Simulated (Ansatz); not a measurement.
CsPbI3 (cubic perovskite)

```xyz
5
Lattice="6.2473 0.0000 0.0000 0.0000 6.2473 0.0000 0.0000 0.0000 6.2473" Properties=species:S:1:pos:R:3 pbc="T T T"
Cs     0.0000     0.0000     0.0000
Pb     3.1236     3.1236     3.1236
I      0.0000     3.1236     3.1236
I      3.1236     3.1236     0.0000
I      3.1236     0.0000     3.1236
```

E(V) scan at fixed shape, V₀ the volume above. Symmetry pins the atoms to their sites.

Method: PBEsol (plane waves to 420 eV, PAW, scalar-relativistic; Ansatz, a quantum-chemistry and plane-wave program). k mesh 6×6×6 (Γ-centred), Fermi-Dirac smearing 0.05 eV. E stands for the smeared free energy. Compression counts positive. CsPbI3 was relaxed with its symmetry unable to fall. Spin-orbit coupling is left out, though I and Pb are heavy. This is a high-temperature form of CsPbI3. ΔE is measured from the relaxed starting cell.

```json
[
 {"V (Å³/atom)": "45.839", "ΔE (meV/atom)": "10.7"},
 {"V (Å³/atom)": "46.424", "ΔE (meV/atom)": "6.7"},
 {"V (Å³/atom)": "47.009", "ΔE (meV/atom)": "3.7"},
 {"V (Å³/atom)": "47.594", "ΔE (meV/atom)": "1.6"},
 {"V (Å³/atom)": "48.179", "ΔE (meV/atom)": "0.4"},
 {"V (Å³/atom)": "48.764", "ΔE (meV/atom)": "0.0"},
 {"V (Å³/atom)": "49.350", "ΔE (meV/atom)": "0.4"},
 {"V (Å³/atom)": "49.935", "ΔE (meV/atom)": "1.4"},
 {"V (Å³/atom)": "50.520", "ΔE (meV/atom)": "3.2"},
 {"V (Å³/atom)": "51.105", "ΔE (meV/atom)": "5.6"},
 {"V (Å³/atom)": "51.690", "ΔE (meV/atom)": "withheld"}
]
```

Problem. Fit a third-order Birch-Murnaghan form (E₀, V₀, B₀, B₀′ free) to the given rows and predict ΔE at V = 51.690.

Solution. Least squares on the 10 given rows: ΔE = E₀ + (9V₀B₀/16)·y²·[2 + (B₀′ − 4)y], y = (V₀/V)^(2/3) − 1, with V₀ = 48.772 Å³/atom, B₀ = 17.44 GPa (160.2 GPa = 1 eV/Å³; the term in eV is multiplied by 1000), B₀′ = 4.24, E₀ = 0.00 meV/atom; root-mean-square residual 0.02 meV/atom. At 51.690 the fit gives 8.6 meV/atom; the calculation gives 8.5 meV/atom, so the extrapolation is off by 0.1 (+1.2 %). For the pressure the fit gives -0.90 GPa against the computed -0.88 GPa.

(Under strain, the slope of the energy per volume gives the stress and its curvature an elastic modulus.)
